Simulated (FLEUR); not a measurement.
# AgCl (Chlorargyrite) under changes of volume

One of the cells (20.458 Å³/atom); the others are scaled copies at fixed shape and fractional positions:

```xyz
2
Lattice="0.0000 2.7350 2.7350 2.7350 0.0000 2.7350 2.7350 2.7350 0.0000" Properties=species:S:1:pos:R:3 pbc="T T T"
Ag    0.0000    0.0000    0.0000
Cl    2.7350    2.7350    2.7350
```

- Program: FLEUR MaX-R8.1 (later development tree)
- Functional: AM05
- Potentials or basis: all-electron
- Basis: FLAPW
- Kmax: 4.92 1/bohr
- k mesh: 8 × 8 × 8
- Occupations: fermi-dirac, width 0.05 eV
- Spin: no spin polarisation

| volume (Å³/atom) | energy over the lowest point (meV/atom) | gap on the mesh (eV) |
| --- | --- | --- |
| 19.231 | ? | ? |
| 19.640 | 7.85 | 0.83 |
| 20.458 | 0.00 | 0.82 |
| 21.277 | 2.10 | 0.83 |
| 21.686 | 6.56 | 0.84 |

Task: What does the run at 19.231 Å³/atom give?

Result: Energy over the lowest point 16.80 meV/atom; gap on the mesh 0.83 eV.

Worked out: A Birch-Murnaghan fit of order 2 (a polynomial in V^(-2/3)) to the other rows has its minimum at 20.67 Å³/atom with B0 = V·E''(V) = 48 GPa. It gives 16.30 meV/atom at 19.231 Å³/atom, against the run's 16.80. A parabola through the other rows of the gap, of slope -0.716 eV per unit of ln V there, extrapolates to 0.84 eV, against the run's 0.83.

Energies are extrapolated to zero smearing.

A mesh can miss the band edges. Spin-orbit coupling on Ag is left out.
